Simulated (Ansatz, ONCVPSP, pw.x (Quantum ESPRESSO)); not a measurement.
**Which Zr potential is closest to all-electron in the bcc crystal?**

All use PBE, scalar-relativistic, no spin, cutoffs from each file’s atomic test, pw.x 7.5; 13³ k-points, Fermi–Dirac smearing 0.01 Ry. Δ is the rms difference from all-electron LAPW of the E(V) curves that follow from fits to the pressures, over ±6 % in volume. Mesh and smearing are coarse and serve the comparison alone. The files are a selection: those with a ghost or negative overlap were mostly not run, and those with noisy or unconverged pressures or nearly equal Δ are left out.

All-electron: a0 = 3.582 Å (V0 = 22.98 Å³/atom), B0 = 86.4 GPa.

(1) Rank them by Δ, smallest first.
A. optimised norm-conserving Vanderbilt (ONCV), ONCVPSP 4.0.1.1 (patched build), PBE; core [Ar] 3d10, reference 4s2 4p6 4d2; waves: 4s: rc 1.85 bohr, ncon 3, nbas 7, qcut 5.9 1/bohr, 3 projectors, debl 1.1 Ha; 4p: rc 1.75 bohr, ncon 3, nbas 7, qcut 6.3 1/bohr, 2 projectors, debl 2 Ha; 4d: rc 2.25 bohr, ncon 4, nbas 8, qcut 7 1/bohr, 2 projectors, debl 2.7 Ha; local part: polynomial inside 1.45 bohr (lpopt 5, dvloc0 0 Ha); core correction: Teter function, fcfact 2.5, rcfact 1.25. In the s channel the program set the typed energies aside and used -2.535, 0.250, 1.350 Ha.
B. optimised norm-conserving Vanderbilt (ONCV), ONCVPSP 4.0.1.1 (patched build), PBE; core [Kr], reference 4d2 5s1.75 5p0.25; waves: 5s: rc 2.45 bohr, ncon 3, nbas 7, qcut 3.4 1/bohr, 2 projectors, debl 2.4 Ha; 5p: rc 3.40 bohr, ncon 4, nbas 7, qcut 2.5 1/bohr, 2 projectors, debl 1.9 Ha; 4d: rc 2.45 bohr, ncon 4, nbas 9, qcut 6.6 1/bohr, 1 projector; local part: polynomial inside 2.30 bohr (lpopt 5, dvloc0 1 Ha); core correction: polynomial model core, fcfact 0.7.
C. optimised norm-conserving Vanderbilt (ONCV), ONCVPSP 4.0.1.1 (patched build), PBE; core [Kr], reference 4d2 5s2; waves: 5s: rc 3.15 bohr, ncon 4, nbas 9, qcut 1.7 1/bohr, 3 projectors, debl 1 Ha; p scattering state at 0.22 Ha: rc 3.35 bohr, ncon 3, nbas 7, qcut 2.9 1/bohr, 2 projectors, debl 3.5 Ha; 4d: rc 2.25 bohr, ncon 3, nbas 8, qcut 6.8 1/bohr, 3 projectors, debl 3.1 Ha; local part: polynomial inside 1.75 bohr (lpopt 5, dvloc0 -1 Ha); core correction: none. In the p channel the program set the typed energies aside and used 0.050, 3.550 Ha.
D. optimised norm-conserving Vanderbilt (ONCV), ONCVPSP 4.0.1.1 (patched build), PBE; core [Kr], reference 4d2.5 5s1.5; waves: 5s: rc 3.30 bohr, ncon 4, nbas 8, qcut 2.2 1/bohr, 2 projectors, debl 3.1 Ha; p scattering state at 0.04 Ha: rc 3.60 bohr, ncon 4, nbas 9, qcut 2.2 1/bohr, 2 projectors, debl 1.8 Ha; 4d: rc 3.05 bohr, ncon 4, nbas 8, qcut 6 1/bohr, 2 projectors, debl 3.6 Ha; local part: polynomial inside 2.45 bohr (lpopt 2, dvloc0 0 Ha); core correction: Teter function fitted to the true core (icmod 2), fcfact 0.35. In the p channel the program set the typed energies aside and used 0.050, 1.850 Ha.

Results:

(1) A (0.1 meV/atom), B (3.3 meV/atom), C (5.5 meV/atom), D (8.8 meV/atom).
